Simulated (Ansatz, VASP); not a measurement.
# SnO: VASP beside Ansatz

```
CELL_PARAMETERS angstrom
3.85203 0.00000 0.00000
0.00000 3.85203 0.00000
0.00000 0.00000 4.89964
ATOMIC_POSITIONS crystal
Sn 0.00000 0.50000 0.23850
Sn 0.50000 0.00000 0.76150
O 0.00000 0.00000 0.00000
O 0.50000 0.50000 0.00000
```

Change from the starting cell: volume scaled by 1.04, crystal datasets.

Alike in both runs: task electric field gradients; functional LDA; k mesh 6 × 6 × 5; occupations fermi-dirac, width 0.02 eV; no spin polarisation.

|  | VASP | Ansatz |
| --- | --- | --- |
| version | VASP 6.6.1 | Ansatz 0.2.0 |
| potentials or method | VASP PAW LDA potentials, release 64 (Sn_d, O), cutoff 520 eV | all-electron PAW with datasets made for the crystal, scalar-relativistic |

Ansatz gave:

* pressure (GPa): -6.1
* largest component of the traceless stress (GPa): 0.62
* rms of the force components (eV/Å): 0.309
* Vzz of the field gradient on the site that differs most (V/Å²): -162.0

Q: What did VASP give for the same quantities?

A: Pressure (GPa): -5.9; largest component of the traceless stress (GPa): 0.64; rms of the force components (eV/Å): 0.270; Vzz of the field gradient on the site that differs most (V/Å²): -158.2.

Atom by atom the forces differ by 0.040 eV/Å (rms over components). Ansatz ran all-electron here, so the differences hold the error of VASP's frozen core and of both bases. Ansatz warned: «gradients_without_spin_orbit».
